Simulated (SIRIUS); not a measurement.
## KI in SIRIUS: convergence with k mesh

Input of the first run (k mesh 2 × 2 × 2); the others differ in this setting and in those tied to it:

sirius.json

```json
{
  "control": {
    "processing_unit": "cpu",
    "verbosity": 2,
    "num_bands_to_print": 15,
    "print_forces": true,
    "print_stress": true
  },
  "parameters": {
    "electronic_structure_method": "pseudopotential",
    "xc_functionals": ["XC_GGA_X_PBE", "XC_GGA_C_PBE"],
    "gk_cutoff": 8.7,
    "pw_cutoff": 17.4,
    "ngridk": [2, 2, 2],
    "shiftk": [0, 0, 0],
    "smearing": "cold",
    "smearing_width": 0.0018374661,
    "num_bands": 15,
    "num_mag_dims": 0,
    "num_dft_iter": 100,
    "energy_tol": 1e-08,
    "density_tol": 1e-06
  },
  "iterative_solver": {
    "type": "davidson",
    "min_tolerance": 1e-10
  },
  "mixer": {
    "type": "anderson",
    "beta": 0.7,
    "max_history": 8
  },
  "settings": {
    "tol_ne": 1e-10
  },
  "unit_cell": {
    "lattice_vectors": [
      [0.0, 0.707106781187, 0.707106781187],
      [0.707106781187, 0.0, 0.707106781187],
      [0.707106781187, 0.707106781187, 0.0]
    ],
    "lattice_vectors_scale": 9.4412575124,
    "atom_coordinate_units": "lattice",
    "atom_types": ["I", "K"],
    "atom_files": {
      "I": "I.json",
      "K": "K.json"
    },
    "atoms": {
      "I": [
        [0.5, 0.5, 0.5]
      ],
      "K": [
        [0.0, 0.0, 0.0]
      ]
    }
  }
}
```

Potentials or basis: PseudoDojo 0.5 PBE standard (scalar relativistic).

Launch:

```console
$ upf_to_json I.upf
$ upf_to_json K.upf
$ OMP_NUM_THREADS=1 sirius.scf --input=sirius.json --output=out.json --task=0
```

Hardware: 1 thread of Arm Neoverse V1 (shared host).

```csv
k mesh,energy less the tightest run (meV/atom),pressure (GPa),gap on the mesh (eV),SCF cycles,CPU time (s),peak memory (GiB)
2 × 2 × 2,74.80,1.24,3.928,18,19,0.28
3 × 3 × 3,4.79,0.64,3.957,19,24,0.29
4 × 4 × 4,0.44,0.59,3.960,18,40,0.35
5 × 5 × 5,0.05,0.58,3.960,18,49,0.38
6 × 6 × 6,0.01,0.58,3.960,17,70,0.46
7 × 7 × 7,0.00,0.58,3.960,18,90,0.52
9 × 9 × 9,0.00,0.58,3.960,18,150,0.73
10 × 10 × 10,0.00,0.58,3.960,18,200,0.9
```

Against the tightest run, the energy stays within 1 meV/atom from 4 × 4 × 4 on; the pressure stays within 0.1 GPa from 3 × 3 × 3 on; the gap on the mesh stays within 0.01 eV from 3 × 3 × 3 on. Meshes of other sizes hit other points, so gaps and Fermi surfaces needn't settle smoothly. The tightest run that finished is the yardstick and may itself not be fully converged.

Caveat, for the tightest run too: spin-orbit coupling is left out, which moves the levels of the heavy elements.
